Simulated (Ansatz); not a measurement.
## Pb under changes of volume

One of the cells (32.418 Å³/atom); the others are scaled copies at fixed shape and fractional positions:

```
Pb
1.0
     3.03861   -1.75032    0.00000
     3.03861    1.75032    0.00000
    -2.11546    0.00000    6.09522
Pb
2
Cartesian
  3.9848 0.0000 4.4269
  -0.0230 0.0000 1.6683
```

This isn't the form of Pb at room conditions, which is fcc.

| Property | Result |
| --- | --- |
| Program | Ansatz 0.2.0 |
| Functional | HSE06 |
| Potentials or basis | Ansatz PAW |
| Cutoff | 420 eV (not typed: the program's choice for these potentials) |
| k mesh | 6 × 6 × 4 |
| Occupations | fermi-dirac, width 0.05 eV |
| Spin | no spin polarisation |

```tsv
volume (Å³/atom)	energy over the lowest point (meV/atom)	pressure (GPa)	largest force (eV/Å)
30.473	16.20	2.9	0.280
31.121	6.77	1.8	0.230
31.769	?	?	?
32.418	0.00	0.0	0.142
33.066	1.71	-0.8	0.104
33.714	6.26	-1.4	0.067
34.363	13.34	-2.0	0.032
```

Task: What does the run at 31.769 Å³/atom give?

Result: Energy over the lowest point 1.53 meV/atom; pressure 0.9 GPa; largest force 0.184 eV/Å.

Worked out: A Birch-Murnaghan fit of order 3 (a polynomial in V^(-2/3)) to the other rows has its minimum at 32.39 Å³/atom with B0 = V·E''(V) = 40 GPa and B' = 5.4 at fixed shape and positions, which overstates the stiffness. It gives 1.54 meV/atom at 31.769 Å³/atom, against the run's 1.53, and -dE/dV = 0.8 GPa, against 0.9.

Energies are extrapolated to zero smearing.

Caveats: the PAW data sets come from PBE, with cores solved anew for the run's functional, which leaves a small shift of forces and pressure; the thresholds are loose for stress.
